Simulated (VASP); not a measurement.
# ZnSe in VASP 6.6.1, single-point calculation

INCAR

```
LWAVE = .FALSE.
ISIF = 2
GGA = PE
IBRION = -1
LREAL = .FALSE.
PREC = Accurate
LASPH = .TRUE.
SIGMA = 0.02
NSW = 0
ENCUT = 520
ISMEAR = -1
NELM = 92
EDIFF = 1E-6
LCHARG = .FALSE.
NBANDS = 16
```

KPOINTS

```
KPOINTS created by Atomic Simulation Environment
0
Gamma
8 8 8
0 0 0
```

POSCAR

```
Zn Se
 1.0000000000000000
     0.0000000000000000    2.8324206844000002    2.8607448912000000
     2.8324206844000002    0.0000000000000000    2.8607448912000000
     2.8324206844000002    2.8324206844000002    0.0000000000000000
 Zn  Se
   1   1
Cartesian
  0.0000000000000000  0.0000000000000000  0.0000000000000000
  1.4162103422000001  1.4162103422000001  1.4303724456000000
```

The recommended PBE PAW datasets give the neutral cell 18 valence electrons.

Command

```
mpirun -np 1 vasp_std
```

Question: How does this run end, and what does it give?

Answer: It converged. Results: gap between bands v and c on the k mesh 1.24 eV; least direct gap on the k mesh 1.24 eV; pressure 1.8 GPa. Band v is the last that the valence electrons fill when counted band by band, and c is the next.

OSZICAR

```
N       E                     dE             d eps       ncg     rms          rms(c)
DAV:   1     0.871796469874E+02    0.87180E+02   -0.88262E+03  1888   0.129E+03
DAV:   2    -0.905679485452E+00   -0.88085E+02   -0.83029E+02  2096   0.252E+02
DAV:   3    -0.627147690214E+01   -0.53658E+01   -0.53457E+01  2264   0.607E+01
DAV:   4    -0.631311445440E+01   -0.41638E-01   -0.41633E-01  2360   0.575E+00
DAV:   5    -0.631330932586E+01   -0.19487E-03   -0.19487E-03  2408   0.352E-01    0.468E+00
DAV:   6    -0.604348111404E+01    0.26983E+00   -0.53265E-01  2800   0.237E+01    0.358E+00
DAV:   7    -0.602464594819E+01    0.18835E-01   -0.15253E-01  2240   0.347E+00    0.152E+00
DAV:   8    -0.602445255987E+01    0.19339E-03   -0.43280E-03  2536   0.655E-01    0.447E-01
DAV:   9    -0.602469239415E+01   -0.23983E-03   -0.10817E-03  2256   0.249E-01    0.667E-02
DAV:  10    -0.602479767274E+01   -0.10528E-03   -0.17998E-04  2440   0.100E-01    0.206E-02
DAV:  11    -0.602479336724E+01    0.43055E-05   -0.33583E-05  2200   0.484E-02    0.473E-03
DAV:  12    -0.602479451239E+01   -0.11452E-05   -0.45385E-06  2472   0.126E-02    0.283E-03
DAV:  13    -0.602479466413E+01   -0.15174E-06   -0.51895E-07  1856   0.540E-03
   1 F= -.60247947E+01 E0= -.60247947E+01  d E =-.100622E-10
```

For comparison, a separate PBE run of the intended cell, on usual settings and not on those above, gives a gap of 1.24 eV on its mesh and a pressure of 1.8 GPa.
